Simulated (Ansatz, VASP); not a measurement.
Two plane-wave programs on HgTe

```
Hg Te
1.0
     0.05208    3.25808    3.25808
     3.25808    0.05208    3.25808
     3.25808    3.25808    0.05208
Hg Te
1 1
Direct
  0.00180 0.00180 0.00180
  0.24820 0.24820 0.24820
```

Change from the starting cell: strained cell.

Alike in both runs: functional PBEsol; k mesh 9 × 9 × 9; occupations gaussian, width 0.1 eV; no spin polarisation.

Ansatz relaxed the structure, and its values are those at the end. VASP's run is a single point on that final structure, the one shown.

```csv
,VASP,Ansatz
version,VASP 6.6.1,Ansatz 0.2.0
potentials or method,"VASP PAW PBE potentials, release 64 (Hg, Te)","scalar-relativistic, plane waves, PAW"
plane-wave cutoff (eV),520,420
valence electrons in the cell,18,36
```

```tsv
	VASP	Ansatz	Ansatz less VASP
gap on the k mesh at the Fermi level (eV)	none	none	-
pressure (GPa)	1.0	0.9	-0.12
```

A gap of «none» marks a metal or a gap that the smearing closes. With one functional, cell and mesh, what is left measures potentials, basis and numerics. The two sets of potentials don't hold the same shells in valence. Ansatz warned: «stress_scf_threshold_loose».

Caveats: the PAW data sets were made with another functional, which shifts forces and pressure a little (VASP). Spin-orbit coupling is left out, which matters for the levels of Hg, Te.
